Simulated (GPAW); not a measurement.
# Au in GPAW: convergence with k mesh

Input of the first run (k mesh 3 × 3 × 3); the others differ in this setting and in those tied to it:

File run.py:

```python
import json
import numpy as np
from ase.dft.bandgap import bandgap
from ase.io import read, write
from ase.units import GPa
from gpaw import GPAW, PW, setup_paths

setup_paths.insert(0, '.')

atoms = read('Au.xyz')

calc = GPAW(mode=PW(450),
            xc='WC',
            kpts={'size': (3, 3, 3), 'gamma': True},
            occupations={'name': 'fermi-dirac', 'width': 0.05},
            nbands=14,
            convergence={'density': 1e-05, 'energy': 1e-05},
            maxiter=150,
            txt='gpaw.txt')
atoms.calc = calc
energy = atoms.get_potential_energy()
forces = atoms.get_forces()
stress = atoms.get_stress()
calc.write('gs.gpw')
write('result.traj', atoms)
print(f'Energy: {energy:.6f} eV')
print('Forces (eV/A):')
print(forces.round(4))
print('Stress (GPa):', (stress / GPa).round(3))
print('Fermi level:', round(calc.get_fermi_level(), 4), 'eV')
print(f'Gap: {bandgap(calc)[0]:.4f} eV, direct: {bandgap(calc, direct=True)[0]:.4f} eV')

size = (6, 6, 6)
dense = calc.fixed_density(kpts={'size': size, 'gamma': True}, update_fermi_level=True,
                           convergence={'bands': 'CBM+2.0', 'eigenstates': 1e-7}, txt='dense.txt')
ef = dense.get_fermi_level()
index = np.round(dense.get_bz_k_points() * size).astype(int) % size
recip = 2 * np.pi * atoms.cell.reciprocal()
sheets = []
for s, e_kn in enumerate(dense.eigenvalues()):
    for n in range(e_kn.shape[1] - 2):
        if e_kn[:, n].min() < ef < e_kn[:, n].max():
            e = np.empty(size)
            e[tuple(index.T)] = e_kn[dense.get_bz_to_ibz_map(), n] - ef
            de = np.array([(np.roll(e, -1, c) - np.roll(e, 1, c)) * size[c] / 2 for c in range(3)])
            v = np.linalg.norm(np.einsum('vc,cxyz->vxyz', np.linalg.inv(recip), de), axis=0)
            w = np.exp(-(e / 0.1)**2) / (0.1 * np.pi**0.5)
            sheets.append({'spin': s, 'band': n, 'filled': (e < 0).mean(), 'dos': w.mean(), 'bottom': e.min(), 'top': e.max(),
                           'velocity': (w * v).sum() / w.sum() * 1.519267e5, 'slice': e[:, :, 0].round(3).tolist()})
            print(f'spin {s} band {n}: filled share {sheets[-1]["filled"]:.3f}, from {e.min():.3f} to {e.max():.3f} eV,',
                  f'{w.mean():.3f} states/eV, mean velocity {sheets[-1]["velocity"]:.3e} m/s')
print('Fermi level on the dense mesh:', round(ef, 4), 'eV,', len(sheets), 'sheets')
json.dump({'ef': ef, 'sheets': sheets}, open('fermi.json', 'w'))
```

File Au.xyz:

```xyz
1
Lattice="0.0000000000 2.0350000000 2.0350000000 2.0350000000 0.0000000000 2.0350000000 2.0350000000 2.0350000000 0.0000000000" Properties=species:S:1:pos:R:3 pbc="T T T"
Au     0.0000000000      0.0000000000      0.0000000000
```

Potentials or basis: PAW data sets generated in the run's folder for this functional, pw.

Launch:

```console
$ gpaw-setup -f WC Au
$ OMP_NUM_THREADS=1 python run.py
```

Hardware: 1 thread of Arm Neoverse V1, on a shared host.

```tsv
k mesh	energy less the tightest run, at zero smearing (meV/atom)	pressure (GPa)	SCF cycles	CPU time (s)	peak memory (GiB)
3 × 3 × 3	-404.81	-0.51	8	7.4	0.13
4 × 4 × 4	204.83	7.87	8	7.6	0.13
5 × 5 × 5	-118.16	4.61	8	8.5	0.13
7 × 7 × 7	-61.83	5.17	8	12	0.14
9 × 9 × 9	-33.56	5.33	8	15	0.15
10 × 10 × 10	14.00	5.84	8	18	0.16
12 × 12 × 12	0.00	5.35	8	23	0.17
```

Not settled before the last step: the energy (to 1 meV/atom), the pressure (to 0.1 GPa). Meshes of other sizes hit other points, so gaps and Fermi surfaces needn't settle smoothly. The tightest run that finished is the yardstick and may itself not be fully converged.

Caveat, for the tightest run too: with this Au data set, volumes or pressures lay over 1.5 % or 2 GPa off other programs in two to four cells of ten; the cutoff is short for stress and forces, so pressures can be off by a GPa or more. Spin-orbit coupling is left out, which matters for the levels of Au.
